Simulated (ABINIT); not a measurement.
MgS (Niningerite):

```
CELL_PARAMETERS angstrom
0.00000 2.60165 2.60165
2.60165 0.00000 2.60165
2.60165 2.60165 0.00000
ATOMIC_POSITIONS crystal
S 0.50000 0.50000 0.50000
Mg 0.00000 0.00000 0.00000
```

Base run:

| Property | Result |
| --- | --- |
| Program | ABINIT 10.8.3 (patched build) |
| Functional | PBEsol |
| Potentials or basis | PseudoDojo NC SR PBEsol v0.4.1 standard |
| Cutoff | 1143 eV |
| k mesh | 9 × 9 × 9 |
| Occupations | fermi-dirac, width 0.05 eV |
| Spin | no spin polarisation |

Its results: band gap on the k mesh 2.83 eV, indirect (least direct gap 3.59 eV).

Q: The run is repeated on the same cell with these changes: functional from PBEsol to TB-mBJ; potentials or basis from PseudoDojo NC SR PBEsol v0.4.1 standard to JTH PAW LDA v2.0; cutoff from 1143 eV to 653 eV. What comes out?

A: Band gap on the k mesh 4.09 eV, indirect (least direct gap 5.19 eV).

Caveats: an odd mesh through Γ misses points on the zone boundary, where band edges often lie (some runs); the constant c of TB-mBJ comes from the pseudo density here, which moves gaps by up to 0.3 eV between sets of potentials (some runs); the mesh misses the band edges, which the band path finds closer together (some runs).

Not every run made on this cell is shown here.
